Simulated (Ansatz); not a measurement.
Runs of Ansatz 0.2.0 on Al2Au. It takes space group Fm-3m (No. 225, cubic). The conventional cell has a = 6.000 Å, b = 6.000 Å, c = 6.000 Å, α = 90.00°, β = 90.00°, γ = 90.00°. Around Au (site symmetry m-3m) lie 8 Al at 2.60 Å. Al (site symmetry -43m) is surrounded by 4 Au at 2.60 Å. 

| level | cutoff (eV) | gap on the mesh (eV) | pressure (GPa) | relaxed volume (Å³/atom) |
| --- | --- | --- | --- | --- |
| PBEsol | 420 | none | 0.0 | 18.01 |
| BLYP | 420 | none | 0.0 | 19.30 |
| PBE | 420 | none | 0.0 | 18.55 |
| revPBE | 420 | none | 0.0 | (b) |
| RPBE | 420 | none | 0.0 | 18.90 |
| r2SCAN | 500 | none | 0.0 | 18.07 |
| LDA | 420 | none | 0.0 | (a) |

Alike in all rows: task relaxation of cell and atoms; potentials or basis Ansatz PAW; no spin polarisation; cell relaxed; k mesh 8 × 8 × 8; smearing fermi-dirac 0.05 eV.

Question: Fill in the values left out.

Answer: (a) 17.60; (b) 18.81.

Caveats: the plane-wave basis is chosen anew once the cell has moved, so the energies of steps on either side of that aren't comparable; the PAW data sets come from PBE, with cores solved anew for the run's functional, which leaves a small shift of forces and pressure (some runs).

A k mesh can miss the band edges, and the runs leave out spin-orbit coupling on Au.

A gap of «none» marks a metal or a gap under the smearing width.
